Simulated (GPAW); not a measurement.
# InP (F-43m) in GPAW: dielectric tensor with LDA

Aim: the dielectric tensor of InP with LDA.

All numbers are computed with GPAW 26.7.0; they aren't measurements. Logs are shortened: lines on timing, memory, paths and dates and some standing lists are left out, and cuts for length are marked. The log counts tension as positive stress, the text compression.

**Experimental background.**

A printed reference work, data compilation reports, for a bulk crystal of InP at 1.6 K: band gap 1.4236 eV (direct).

A printed reference work, textbook reports, for a bulk crystal of InP at 300 K: high-frequency dielectric constant 9.61.

The results are compared with them further down.

### Step 1. The crystal as given

It takes space group F-43m (No. 216, cubic). Conventional cell: a = 5.861 Å, b = 5.861 Å, c = 5.861 Å, α = 90.00°, β = 90.00°, γ = 90.00°. In (site symmetry -43m) is surrounded by 4 P at 2.54 Å. P (site symmetry -43m) is surrounded by 4 In at 2.54 Å.

### Step 2. Dielectric tensor, LDA

run.py reads:

```python
import numpy as np
from ase import Atoms
from ase.dft.bandgap import bandgap
from ase.io import write
from gpaw import GPAW, PW
from gpaw.response.df import DielectricFunction

atoms = Atoms(['In', 'P'],
              cell=[[0.0, 2.9305, 2.9305],
                    [2.9305, 0.0, 2.9305],
                    [2.9305, 2.9305, 0.0]],
              scaled_positions=[[0.0, 0.0, 0.0],
                                [0.75, 0.75, 0.75]],
              pbc=True)

calc = GPAW(mode=PW(450),
            xc='LDA',
            kpts={'size': (6, 6, 6), 'gamma': True},
            occupations={'name': 'fermi-dirac', 'width': 0.001},
            nbands=18,
            convergence={'density': 1e-06},
            maxiter=150,
            txt='gpaw.txt')
atoms.calc = calc
energy = atoms.get_potential_energy()
calc.write('gs.gpw')
write('result.traj', atoms)
print(f'Energy: {energy:.6f} eV')
print('Fermi level:', round(calc.get_fermi_level(), 4), 'eV')
print(f'Gap: {bandgap(calc)[0]:.4f} eV, direct: {bandgap(calc, direct=True)[0]:.4f} eV')

for size in [(14, 14, 14), (20, 20, 20)]:
    name = 'x'.join(str(n) for n in size)
    dense = calc.fixed_density(kpts={'size': size, 'gamma': True},
                               nbands=35, convergence={'bands': 29, 'eigenstates': 1e-7},
                               update_fermi_level=True, txt=f'dense-{name}.txt')
    dense.write(f'{name}.gpw', mode='all')
    df = DielectricFunction(f'{name}.gpw', frequencies=np.array([0.0]), hilbert=False, eta=0.001,
                            ecut=80, nbands=29, intraband=False, txt=f'df-{name}.txt')
    for xc in ['RPA', 'Bootstrap', 'LR0.1']:
        for direction in ['x', 'y', 'z', [0, 1, 1], [1, 0, 1], [1, 1, 0]]:
            e0, e = df.get_macroscopic_dielectric_constant(xc=xc, direction=direction)
            print(f'{name} {xc} {direction}: {e0:.4f} without, {e:.4f} with local fields')
```

Potentials or basis: the program's PAW data sets (release 1.2.1) made for this functional, pw.

Started as:

```bash
$ OMP_NUM_THREADS=1 python run.py
```

gpaw.txt:

```text
__  _  _
 | _ |_)|_||  |
 |__||  | ||/\| - 26.7.0

Input parameters:
  mode=PW(ecut=450.00000000000006),
  convergence={'density': 1e-06},
  kpts=MonkhorstPack(size=(6, 6, 6), gamma=True),
  maxiter=150,
  nbands=18,
  occupations=Occupations(name='fermi-dirac', width=0.001),
  xc=XC(name='LDA')

Diagonalizing LCAO Hamiltonian
Converting LCAO to pw mode

                     P

       In

Atoms  # Å, Bohr magnetons
|   | symbol |        x |        y |        z |    initial magnetic moments |
|---|--------|----------|----------|----------|-----------------------------|
| 0 |     In | 0.000000 | 0.000000 | 0.000000 | ( 0.0000,  0.0000,  0.0000) |
| 1 |      P | 4.395750 | 4.395750 | 4.395750 | ( 0.0000,  0.0000,  0.0000) |

Unit cell  # Å
| periodic |        x |        y |        z |  lengths |    angles |
|----------|----------|----------|----------|----------|-----------|
|      yes | 0.000000 | 2.930500 | 2.930500 | 4.144353 | 60.000000 |
|      yes | 2.930500 | 0.000000 | 2.930500 | 4.144353 | 60.000000 |
|      yes | 2.930500 | 2.930500 | 0.000000 | 4.144353 | 60.000000 |

Number of symmetries: 24
Symmetry operations  # r_c * U_cc + t_c -> r_c
|    | kind |            matrix            |
|----|------|------------------------------|
|  0 |  E   |  1, 0, 0,  0, 1, 0,  0, 0, 1 |
|  1 |  σ   |  1, 0, 0,  0, 0, 1,  0, 1, 0 |
|  2 |  σ   |  1, 0,-1,  0, 1,-1,  0, 0,-1 |
|  3 |  C3  |  1, 0,-1,  0, 0,-1,  0, 1,-1 |
|  4 |  C3  |  1,-1, 0,  0,-1, 1,  0,-1, 0 |
|  5 |  σ   |  1,-1, 0,  0,-1, 0,  0,-1, 1 |
|  6 |  σ   |  0, 1, 0,  1, 0, 0,  0, 0, 1 |
|  7 |  C3  |  0, 1, 0,  0, 0, 1,  1, 0, 0 |
|  8 |  C2  |  0, 1,-1,  1, 0,-1,  0, 0,-1 |
|  9 |  S4  |  0, 1,-1,  0, 0,-1,  1, 0,-1 |
| 10 |  C3  |  0, 0, 1,  1, 0, 0,  0, 1, 0 |
| 11 |  σ   |  0, 0, 1,  0, 1, 0,  1, 0, 0 |
| 12 |  S4  |  0, 0,-1,  1, 0,-1,  0, 1,-1 |
| 13 |  C3  |  0, 0,-1,  0, 1,-1,  1, 0,-1 |
| 14 |  S4  |  0,-1, 1,  1,-1, 0,  0,-1, 0 |
| 15 |  C2  |  0,-1, 1,  0,-1, 0,  1,-1, 0 |
| 16 |  C3  |  0,-1, 0,  1,-1, 0,  0,-1, 1 |
| 17 |  S4  |  0,-1, 0,  0,-1, 1,  1,-1, 0 |
| 18 |  S4  | -1, 1, 0, -1, 0, 1, -1, 0, 0 |
| 19 |  C3  | -1, 1, 0, -1, 0, 0, -1, 0, 1 |
| 20 |  C3  | -1, 0, 1, -1, 1, 0, -1, 0, 0 |
| 21 |  S4  | -1, 0, 1, -1, 0, 0, -1, 1, 0 |
| 22 |  σ   | -1, 0, 0, -1, 1, 0, -1, 0, 1 |
| 23 |  C2  | -1, 0, 0, -1, 0, 1, -1, 1, 0 |

BZ-sampling:
  Number of BZ points: 216
  Number of IBZ points: 16

  Monkhorst-Pack size: [6, 6, 6]
  Monkhorst-Pack shift: [0.08333333333333333, 0.08333333333333333, 0.08333333333333333]

K-points  # in reciprocal-cell coordinates
|     |                                coordinates |     weight |
|-----|--------------------------------------------|------------|
|   0 | (  0.00000000,   0.00000000,   0.00000000) | 0.00462963 |
|   1 | (  0.16666667,   0.16666667,   0.00000000) | 0.02777778 |
|   2 | (  0.16666667,   0.16666667,   0.16666667) | 0.03703704 |
|   3 | (  0.33333333,   0.16666667,   0.16666667) | 0.05555556 |
|   4 | (  0.33333333,   0.33333333,  -0.33333333) | 0.05555556 |
|   5 | (  0.33333333,   0.33333333,   0.00000000) | 0.02777778 |
|   6 | (  0.33333333,   0.33333333,   0.16666667) | 0.11111111 |
|   7 | (  0.33333333,   0.33333333,   0.33333333) | 0.03703704 |
|   8 | (  0.50000000,   0.33333333,  -0.33333333) | 0.11111111 |
|   9 | (  0.50000000,   0.33333333,  -0.16666667) | 0.05555556 |
| ... |                                            |            |
|  15 | (  0.50000000,   0.50000000,   0.50000000) | 0.01851852 |

Plane wave coefficients: 1113
Cutoff: 450.00000000000006 eV

Spin-components: 1 (collinear spins)
Bands:           18
Projectors:      11
Spin-degeneracy: 2
Datatype:        complex128

Parallelization:
  kpt:    1
  domain: 1
  band:   1

Density:
  Valence electrons: 18.0
  Components: 1
  Grid points: [21 21 21]
  Charge: 0.0  # |e|

Potential:
  Grid points: [21 21 21]

species:
  In:
    name:    Indium
    Z:       49.0
    valence: 13
    core:    36
    charge:  0.0  # [|e|]
    compensation charges:
      type: gauss
      rc: 0.36  # [Å]
      lmax: 2
    cutoffs:
      filter: 2.09  # [Å]
      core: 2.48  # [Å]
    projectors
    | kind |    occ | energy [eV] | rcut [Å] |
    |------|--------|-------------|----------|
    |   5s |  2.000 |      -8.474 |    1.185 |
    |   5p |  1.000 |      -2.700 |    1.244 |
    |   4d | 10.000 |     -18.723 |    1.148 |
    |    s |        |      18.738 |    1.185 |
    |    p |        |      24.512 |    1.244 |
    |    d |        |       8.489 |    1.148 |

    Using partial waves for In as LCAO basis

  P:
    name:    Phosphorus
    Z:       15.0
    valence: 5
    core:    10
    charge:  0.0  # [|e|]
    compensation charges:
      type: gauss
      rc: 0.30  # [Å]
      lmax: 2
    cutoffs:
      filter: 1.69  # [Å]
      core: 1.81  # [Å]
    projectors
    | kind |    occ | energy [eV] | rcut [Å] |
    |------|--------|-------------|----------|
    |   3s |  2.000 |     -14.015 |    0.953 |
    |   3p |  3.000 |      -5.596 |    0.953 |
    |    s |        |      13.197 |    0.953 |
    |    p |        |      21.615 |    0.953 |
    |    d |        |       0.000 |    0.953 |

    Using partial waves for P as LCAO basis

Reference energy: -169106.896229  # eV

eigensolver:
  PPCG
  Converge bands: occupied
  niter=2

density mixing:
  MSR1-Mixer
  Pratt-step length: 0.05
  Maximum mixing coefficient: 0.75
  Old densities: 10
  SVD Regularization: 0.005
  Good broyden scale: 1.0
  Trust region scale: 1.0
  Backstep threshold: 4.0
  History deletion threshold: 6.0
  Fourier metric: weight=20.0, sigma=0.015

occupation numbers:
  Fermi-Dirac:
    width: 0.0010  # eV

poisson solver:
  ecut: 3600.0000000000005  # eV

xc functional:
  name: None

convergence criteria:
- Maximum integral of absolute [dens]ity change: 1e-06 electrons / valence electron
- Maximum [total energy] change in last 3 cyles: 0.0005 eV / valence electron
- Maximum integral of absolute [eigenst]ate change: 4e-08 eV^2 / valence electron
maximum number of iterations: 150

SCF iterations
|iter     | |      energy | eigst |  dens |
|---------|-|-------------|-------|-------|
|iter:   1| |  -10.214696 | -0.36 |       |
|iter:   2| |  -10.139682 | -2.28 | -1.13 |
|iter:   3| |   -9.844572 | -1.85 | -1.18 |
|iter:   4| |   -9.839136 | -3.40 | -1.77 |
|iter:   5| |   -9.838496c| -4.10 | -2.31 |
|iter:   6| |   -9.838508c| -5.58 | -3.10 |
|iter:   7| |   -9.838510c| -6.61 | -3.61 |
|iter:   8| |   -9.838510c| -8.36c| -4.68 |
|iter:   9| |   -9.838510c| -8.82c| -5.37 |
|iter:  10| |   -9.838510c| -9.34c| -6.00c|

Converged in 10 steps
Energy contributions relative to reference atoms: (reference = -169106.896229)

Energy contributions:
  Kinetic:          19.436216
  Coulomb:         -17.981334
  Zero:              0.173810
  External:          0.000000
  Xc:              -11.467202
  Entropy:          -0.000000
  Spinorbit:         0.000000
  ----------------------------
  Free energy:      -9.838510
  Extrapolated:     -9.838510

dipole moment: (-17.018512, -17.018512, -17.018512)  # |e|*Ang

Fermi level: 4.711
Eigenvalues  # (at kpt = [0.000, 0.000, 0.000])
| band index |      eig [eV] | occ [0-2] |
|------------|---------------|-----------|
|          0 |        -9.409 |     2.000 |
|          1 |        -9.409 |     2.000 |
|          2 |        -9.409 |     2.000 |
|          3 |        -9.250 |     2.000 |
|          4 |        -9.250 |     2.000 |
|          5 |        -6.886 |     2.000 |
[... 10 lines left out ...]
|         16 |        15.703 |     0.000 |
|         17 |        15.703 |     0.000 |

Gap: 0.473 eV
Transition (v -> c):
  (s=0, k=0, n=8, [0.00, 0.00, 0.00]) -> (s=0, k=0, n=9, [0.00, 0.00, 0.00])
No difference between direct/indirect transitions
# Writing to gs.gpw (mode='')
```

Wall time 5.6 min (1 thread of Arm Neoverse V1, shared host); peak memory 0.59 GiB.

What came out:

| Quantity | Value |
| --- | --- |
| Free energy | -9.8385 eV |
| Band gap on the k mesh | 0.47 eV, direct |
| Electronic dielectric tensor (diagonal) | 11.95 |

Electronic dielectric tensor:
```
11.95  0.00  0.00
 0.00 11.95  0.00
 0.00  0.00 11.95
```

Caveat: the dielectric constant isn't converged in the k mesh; the gap is small at this level, which inflates the dielectric constant; the long-wavelength limit can be off by a per cent or two; spin-orbit coupling is left out, which moves the levels of the heavy elements.

### Step 3. How close it comes

Step 2. A measured gap of InP is 1.4236 eV (direct; 1.6 K; a printed reference work, data compilation); the calculated 0.47 eV misses it by -0.95 eV. Spin-orbit coupling on In is left out. The value is that of LDA on a finite k mesh, which can miss the band edges, without temperature or zero-point motion. Semilocal functionals fall short of measured gaps as a rule. Measured high-frequency dielectric constant of InP: 9.61 (300 K; a printed reference work, textbook). This calculation gives 11.95 (+24.4 %).
